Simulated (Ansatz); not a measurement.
Crystal: As.

```xyz
1
Lattice="2.9795 -0.1006 0.3238 -0.1006 2.5830 0.2619 0.3238 0.2619 2.5486" Properties=species:S:1:pos:R:3 pbc="T T T"
As    1.6013    1.3721    1.5671
```

The cell isn't the ideal one: cell sheared at random, sigma 0.1, atoms nudged by 0.01 Å.

```yaml
Program: Ansatz 0.2.0
Task: relaxation of cell and atoms
Functional: HSE06
Potentials_or_basis: Ansatz PAW
Cutoff: "420 eV (not typed: the program's choice for these potentials)"
k_mesh: 5 × 5 × 6
Occupations: fermi-dirac, width 0.05 eV
Spin: no spin polarisation
```

At the start: volume 19.10 Å³/atom.

Question: Where does the relaxation end?

Answer: It ends after 25 steps and the volume is 19.63 Å³/atom (+2.8 %); space group P4/mmm (No. 123, to 0.05 Å).

Step by step:
| step | energy change (eV) | largest force (eV/Å) | volume (Å³) |
| --- | --- | --- | --- |
| 1 | 0.0000 | 0.0000 | 19.10 |
| 2 | -0.0881 | 0.0000 | 19.42 |
| 3 | -0.1406 | 0.0000 | 19.78 |
| 4 | -0.1780 | 0.0000 | 19.87 |
| 5 | -0.2055 | 0.0000 | 19.67 |
| 6 | -0.2099 | 0.0000 | 19.66 |
| 7 | -0.2121 | 0.0000 | 19.64 |
| 8 | -0.2129 | 0.0000 | 19.59 |
| 9 | -0.2140 | 0.0000 | 19.62 |
| 10 | -0.2143 | 0.0000 | 19.59 |
| 11 | -0.2144 | 0.0000 | 19.55 |
| 12 | -0.2145 | 0.0000 | 19.56 |
| 13 | -0.2146 | 0.0000 | 19.58 |
| 14 | -0.2148 | 0.0000 | 19.65 |
| 15 | -0.2148 | 0.0000 | 19.64 |
| 16 | -0.2148 | 0.0000 | 19.63 |
| 17 | -0.2148 | 0.0000 | 19.63 |
| 18 | -0.2207 | 0.0000 | 19.63 |
| 19 | -0.2216 | 0.0000 | 19.72 |
| 20 | -0.2222 | 0.0000 | 19.70 |
| 21 | -0.2224 | 0.0000 | 19.62 |
| 22 | -0.2224 | 0.0000 | 19.63 |
| 23 | -0.2228 | 0.0000 | 19.62 |
| 24 | -0.2228 | 0.0000 | 19.63 |
| 25 | -0.2228 | 0.0000 | 19.63 |

Final structure:
```xyz
1
Lattice="2.7450 0.0001 -0.0103 -0.0002 2.7450 -0.0065 0.0066 0.0081 2.6051" Properties=species:S:1:pos:R:3 pbc="T T T"
As    1.3757    1.3766    1.2941
```

Caveat: the k mesh is coarse (spacing up to 0.50 Å⁻¹), so the values aren't converged, least of all with exact exchange; the plane-wave basis is chosen anew once the cell has moved, so the energies of steps on either side of that aren't comparable; the PAW data sets come from PBE, with cores solved anew for the run's functional, which leaves a small shift of forces and pressure.
